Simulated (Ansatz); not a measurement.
# Si: response to a displaced atom

Aim: deform Si (atom 1 (Si) moved by (0.046, 0.046, 0.046) Å) and compute stress, forces and field gradients with PAW and all-electron datasets made for the crystal.

Program: Ansatz 0.2.0. Level of theory: DFT PBE, scalar-relativistic. These are calculated values, not measurements.

## 1. The starting structure

Symmetry: Imma, No. 74, orthorhombic system. Conventional cell: a = 4.502 Å, b = 4.737 Å, c = 2.550 Å, α = 90.00°, β = 90.00°, γ = 90.00°. Si (site symmetry mm2) is surrounded by 8 Si at 2.39 to 2.74 Å.

Structure file:

```xyz
2
Lattice="-2.2510 2.3685 1.2750 2.2510 -2.3685 1.2750 2.2510 2.3685 -1.2750" Properties=species:S:1:pos:R:3 pbc="T T T"
Si    0.0000    1.1843    1.4204
Si    2.2510    1.1843   -0.1453
```

Atoms are numbered in the order of the input: Si1, Si2.

## 2. The deformed structure

Space group Imma before, P-1 after.

## 3. Frozen-core PAW

input.yaml reads:

```yaml
crystal:
  lattice:
    - [-2.251, 2.3685, 1.275]
    - [2.251, -2.3685, 1.275]
    - [2.251, 2.3685, -1.275]
  atoms:
    - { symbol: Si, position: [0.8348634162, 0.5853723814, 0.2700099152] }
    - { symbol: Si, position: [0.193, 0.443, 0.75] }
kpoints:
  mp_grid: { grid: [16, 16, 16] }
scf:
  occupations: { method: fermi_dirac, width: 0.05 }
hamiltonian:
  xc: pbe
  pseudopotentials: { kind: paw }
output:
  forces: true
  stress: true
  eigenvalues: true
  efg: { contact_densities: true }
```

Launch:

```console
> ansatz run input.yaml --threads 1 --pin off --max-ram 2048MiB --backend cpu --events-out ev --progress --plain --runs-dir out
```

The log of the run, shortened:

```text
[...]
Pseudopotentials: kind: paw
Pseudopotential: Si, paw, valence charge 4, recommended cutoff 420 eV (normal)
Functional definition: PBE
[...]
Crystal: 2 atoms, lattice volume = 27.191 Å³
Basis set: ecut = 420 eV, 521 PW (Γ), exchange–correlation on 48×48×48 points (8 copies of the dense FFT grid, shifted against one another)
Bands: 8, of which v1, the nominal top of the filled ones, is band 4 counted from 1 (3 counted from 0)
Symmetry: 2 space group operations
Space group: P-1 (ITA 2), of the structure as read, at distance tolerance 3.0e-5 Å
k-points: 2052 of 4096
[...]
SCF iter   1: F=—  HF=-1270.864531 eV  |F-HF|=—  |Δ(HF+E_count)|=         —  Δρ=2.14e-3  dr2=8.90e-4  ethr=1.77e-3  ⟨swp⟩=5.2  Hψ=133567  notcnv=0
[...]
SCF iter   6: F=-1270.864558 eV  HF=-1270.864558 eV  |F-HF|=1.60e-9  |Δ(HF+E_count)|=   4.96e-9  Δρ=2.30e-6  dr2=2.18e-9  ethr=3.43e-10  ⟨swp⟩=2.3  Hψ=56154  notcnv=0
[...]
SCF converged after 6 iterations
Free energy (F): -1270.864558 eV
[...]
E sigma→0 (E₀):  -1270.861588 eV
Entropy (-TS):   -0.005940 eV (-2.970 meV/atom)
Fermi energy:    11.276195 eV
[...]
--- Forces (eV/Å), atoms counted from 1 ---
  atom   1  Si    -0.30144519    -0.43971804    -0.03129603
  atom   2  Si     0.30144519     0.43971804     0.03129603
[...]
--- Stress (GPa, compression-positive) ---
       16.120250      -0.057645       0.832359
       -0.057645      17.511719      -0.395277
        0.832359      -0.395277      15.458322
  P = ⅓ Tr σ = 16.3634 GPa (163.634 kbar)
--- PAW observables at the nuclei: V_zz in 10²¹ V/m², potentials from the cell's mean, atoms counted from 1 ---
  atom   1  Si V_zz =    -2.373265   η = 0.4908   by run symmetry: allowed
            electrostatic potential = -1363.582232 V   contact ρ = 12813.703796 e/Å³
  atom   2  Si V_zz =    -2.373265   η = 0.4908   by run symmetry: allowed
            electrostatic potential = -1363.582232 V   contact ρ = 12813.703796 e/Å³
--- Band table (eV; the first three rows and the last of 2052) ---
  k-point 0: bands = ["-3.5316", "8.2922", "8.8070", "9.6292", "12.3493", "19.0581", "20.3769", "21.3010"]
[...]
```

It took 32 s on 1 thread of Arm Neoverse V1, shared host; peak memory 0.76 GiB.

Read from it: pressure 16.36 GPa; no gap; largest force 0.534 eV/Å; Vzz Si1 -2.37 (η = 0.49) (10²¹ V/m²).

## 4. All-electron PAW on datasets made for the crystal

Changes to input.yaml since step 3:

```diff
@@ -14,3 +14,3 @@
   xc: pbe
-  pseudopotentials: { kind: paw }
+  pseudopotentials: { kind: all_electron, datasets: crystal }
 output:
```

Launch:

```console
> ansatz run input.yaml --threads 1 --pin off --max-ram 2048MiB --backend cpu --events-out ev --progress --plain --runs-dir out
```

The log of the run, shortened:

```text
[...]
Pseudopotentials: kind: all_electron
Pseudopotential: Si, paw, valence charge 4, recommended cutoff 220 eV (normal), Koelling and Harmon's equation, gaussian nucleus
[... 1 set-up line as earlier in the session ...]
[...]
Crystal: 2 atoms, lattice volume = 27.191 Å³
Basis set: ecut = 220 eV, 199 PW (Γ), exchange–correlation on 36×36×36 points (8 copies of the dense FFT grid, shifted against one another)
Bands: 8, of which v1, the nominal top of the filled ones, is band 4 counted from 1 (3 counted from 0)
[... 2 set-up lines as earlier in the session ...]
k-points: 2052 of 4096
[...]
SCF iter   1: F=—  HF=-15783.749325 eV  |F-HF|=—  |Δ(HF+E_count)|=         —  Δρ=3.09e-2  dr2=1.48e-1  ethr=1.66e-3  ⟨swp⟩=4.0  Hψ=118004  notcnv=0
[...]
--- Forces (eV/Å), atoms counted from 1 ---
  atom   1  Si    -0.30145281    -0.43940825    -0.03155858
  atom   2  Si     0.30145281     0.43940825     0.03155858
[...]
--- Stress (GPa, compression-positive) ---
       16.102346      -0.056496       0.830917
       -0.056496      17.473460      -0.390880
        0.830917      -0.390880      15.439020
  P = ⅓ Tr σ = 16.3383 GPa (163.383 kbar)
--- PAW observables at the nuclei: V_zz in 10²¹ V/m², potentials from the cell's mean, atoms counted from 1 ---
  atom   1  Si V_zz =    -2.368487   η = 0.4876   by run symmetry: allowed
            electrostatic potential = -1363.348228 V   contact ρ = 12822.696214 e/Å³
  atom   2  Si V_zz =    -2.368487   η = 0.4876   by run symmetry: allowed
            electrostatic potential = -1363.348228 V   contact ρ = 12822.696214 e/Å³
--- Band table (eV; the first three rows and the last of 2052) ---
  k-point 0: bands = ["-1.7162", "10.1077", "10.6216", "11.4443", "14.1706", "20.8800", "22.1912"]
[...]
```

It took 67 s on 1 thread of Arm Neoverse V1, shared host; peak memory 1 GiB.

Result: pressure 16.34 GPa; no gap; largest force 0.534 eV/Å; Vzz Si1 -2.37 (η = 0.49) (10²¹ V/m²).

## 5. Stress and forces compared

Stress (GPa, compression positive):

```tsv
method	xx	yy	zz	yz	xz	xy
PAW	16.12	17.51	15.46	-0.40	0.83	-0.06
crystal datasets	16.10	17.47	15.44	-0.39	0.83	-0.06
```

Forces (eV/Å):

```tsv
atom	PAW x	PAW y	PAW z	crystal datasets x	crystal datasets y	crystal datasets z
Si1	-0.301	-0.440	-0.031	-0.301	-0.439	-0.032
Si2	0.301	0.440	0.031	0.301	0.439	0.032
```

| method | pressure (GPa) | largest force (eV/Å) | Vzz Si1 (10²¹ V/m²) | SCF cycles, by the record's count | time |
| --- | --- | --- | --- | --- | --- |
| PAW | 16.36 | 0.534 | -2.37 | 6 | 32 s |
| crystal datasets | 16.34 | 0.534 | -2.37 | 7 | 67 s |

## 6. Results

| quantity | value |
| --- | --- |
| pressure | PAW 16.36, crystal datasets 16.34 GPa |
| largest shear or deviatoric stress (PAW) | 1.15 GPa |
| force on Si1 along the move | -0.446 eV/Å |

**Reading.** Si1 feels a force against its move; no run of the undisplaced cell is shown, so any force that was there before is in it. No run of the undeformed cell stands beside it, so pressure and stress hold what the given cell had before the change, as far as its symmetry allows.
